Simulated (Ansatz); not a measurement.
# GaN: pressure up to the limit of the methods

An exercise on one series of results from a longer session: the logs are not shown, and one member is left open.

Method: DFT, PBE, PAW with Ansatz's default frozen-core files, scalar-relativistic, in Ansatz 0.2.0.

### The system as given

It takes space group Fm-3m (No. 225, cubic). The conventional cell has a = 4.309 Å, b = 4.309 Å, c = 4.309 Å, α = 90.00°, β = 90.00°, γ = 90.00°. Ga (site symmetry m-3m) has 6 N at 2.15 Å as nearest neighbours. N (site symmetry m-3m) has 6 Ga at 2.15 Å as nearest neighbours.

Structure file:

```cif
data_structure
_symmetry_space_group_name_H-M 'P 1'
_symmetry_Int_Tables_number 1
_cell_length_a 3.0468
_cell_length_b 3.0468
_cell_length_c 3.0468
_cell_angle_alpha 60.000
_cell_angle_beta 60.000
_cell_angle_gamma 60.000
_cell_volume 20.00
loop_
_atom_site_label
_atom_site_type_symbol
_atom_site_fract_x
_atom_site_fract_y
_atom_site_fract_z
_atom_site_occupancy
Ga1 Ga 0.00000 0.00000 0.00000 1
N1 N 0.50000 0.50000 0.50000 1
```

Whether this phase is the stable one at these pressures isn't tested.

Atoms are numbered in the order of the input: Ga1, N2.

The first run:

The input, input.yaml:

```yaml
crystal:
  lattice:
    - [0.0, 2.15443469, 2.15443469]
    - [2.15443469, 0.0, 2.15443469]
    - [2.15443469, 2.15443469, 0.0]
  atoms:
    - { symbol: Ga, position: [0.0, 0.0, 0.0] }
    - { symbol: "N", position: [0.5, 0.5, 0.5] }
kpoints:
  mp_grid: { grid: [15, 15, 15] }
scf:
  occupations: { method: fermi_dirac, width: 0.1 }
hamiltonian:
  xc: pbe
  pseudopotentials: { kind: paw }
output:
  forces: true
  stress: true
relax:
  f_tol: 0.005
  max_steps: 40
  cell: {}
```

Run with:

```console
ansatz run input.yaml --threads 1 --pin off --max-ram 2048MiB --backend cpu --events-out ev --progress --plain --runs-dir out
```

Among the steps run: Cell relaxed at zero pressure, PAW; Volume scaled by 1, PAW; Volume scaled by 0.94, PAW; Volume scaled by 0.88, PAW; Volume scaled by 0.8, PAW; Volume scaled by 0.72, PAW; Volume scaled by 0.64, PAW; Volume scaled by 0.55, PAW; Volume scaled by 0.55, PAW (cutoff 600 eV).

One table of the session follows, with a row left open; its other results are not shown here.

```
             method  volume over the first  volume (Å³/atom)  pressure (GPa)  gap on the k mesh (eV)
                PAW                      1             9.723            0.00                    0.50
                PAW                   0.94             9.139           14.89                    0.90
                PAW                   0.88             8.556           35.84                    1.34
                PAW                    0.8             7.778           77.63                    2.04
                PAW                   0.72             7.000          144.27                    2.85
                PAW                   0.64             6.222          253.39                    3.85
                PAW                   0.55             5.347          470.08                    5.25
PAW (cutoff 600 eV)                   0.55                 ?               ?                       ?
```

Q: Estimate the row for PAW (cutoff 600 eV), 0.55 from the others.

As computed: volume (Å³/atom): 5.347; pressure (GPa): 469.61; gap on the k mesh (eV): 5.26.
